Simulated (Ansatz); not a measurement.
Li:

```xyz
1
Lattice="-1.7547 1.7547 1.7547 1.7547 -1.7547 1.7547 1.7547 1.7547 -1.7547" Properties=species:S:1:pos:R:3 pbc="T T T"
Li    0.0000    0.0000    0.0000
```

- Program: Ansatz 0.2.0
- Task: relaxation of cell and atoms
- Functional: PBEsol
- Potentials or basis: Ansatz PAW
- Cutoff: 420 eV (not typed: the program's choice for these potentials)
- k mesh: 11 × 11 × 11
- Occupations: fermi-dirac, width 0.05 eV
- Spin: no spin polarisation

At the start: volume 21.61 Å³/atom.

Problem. How do energy, volume and symmetry change on relaxing?

Solution. It ends after 4 steps and the volume is 20.16 Å³/atom (-6.7 %); space group Im-3m (No. 229, to 0.05 Å).

Step by step:
```tsv
step	energy change (eV)	largest force (eV/Å)	volume (Å³)
1	0.0000	0.0000	21.61
2	-0.0025	0.0000	21.02
3	-0.0037	0.0000	20.16
4	-0.0037	0.0000	20.16
```

Final structure:
```yaml
crystal:
  lattice:
    - [-1.71440, 1.71440, 1.71440]
    - [1.71440, -1.71440, 1.71440]
    - [1.71440, 1.71440, -1.71440]
  atoms:
    - { symbol: Li, position: [0.00000, 0.00000, 0.00000] }
```

The cell as given is a measured one (21.61 Å³/atom); PBEsol puts the equilibrium volume -6.7 % from it, thermal expansion not counted.

Caveat: the plane-wave basis is chosen anew once the cell has moved, so the energies of steps on either side of that aren't comparable.
